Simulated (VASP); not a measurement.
# CuO under changes of volume

One of the cells (12.857 Å³/atom); the others are scaled copies at fixed shape and fractional positions:

```
Cu O
1.0
     0.00000    2.34267    2.34267
     2.34267    0.00000    2.34267
     2.34267    2.34267    0.00000
Cu O
1 1
Direct
  0.00000 0.00000 0.00000
  0.25000 0.25000 0.25000
```

Measurements of this composition are mostly on another form, of space group No. 15.

| Property | Result |
| --- | --- |
| Program | VASP 6.6.1 |
| Functional | PBE |
| Potentials or basis | VASP PAW PBE potentials, release 64 (Cu, O) |
| Cutoff | 520 eV |
| k mesh | 10 × 10 × 10 |
| Occupations | fermi-dirac, width 0.05 eV |
| Spin | no spin polarisation |

| volume (Å³/atom) | energy over the lowest point (meV/atom) | pressure (GPa) |
| --- | --- | --- |
| 11.848 | 0.00 | -2.4 |
| 12.100 | 5.62 | -4.9 |
| 12.353 | ? | ? |
| 12.857 | 43.10 | -10.8 |
| 13.109 | 61.20 | -12.4 |
| 13.361 | 81.54 | -13.7 |

What does the run at 12.353 Å³/atom give?

Energy over the lowest point 14.96 meV/atom; pressure -7.1 GPa.

Worked out: A Birch-Murnaghan fit of order 3 (a polynomial in V^(-2/3)) to the other rows has its minimum at 11.64 Å³/atom, just outside them, with B0 = V·E''(V) = 136 GPa and B' = 4.6. It gives 14.98 meV/atom at 12.353 Å³/atom, against the run's 14.96, and -dE/dV = -7.0 GPa, against -7.1.

Energies are extrapolated to zero smearing.

Caveats: an odd number of electrons without spin polarisation forces a metal; a magnetic or distorted state may lie lower; the run has no spin polarisation, though such a crystal can be magnetic.
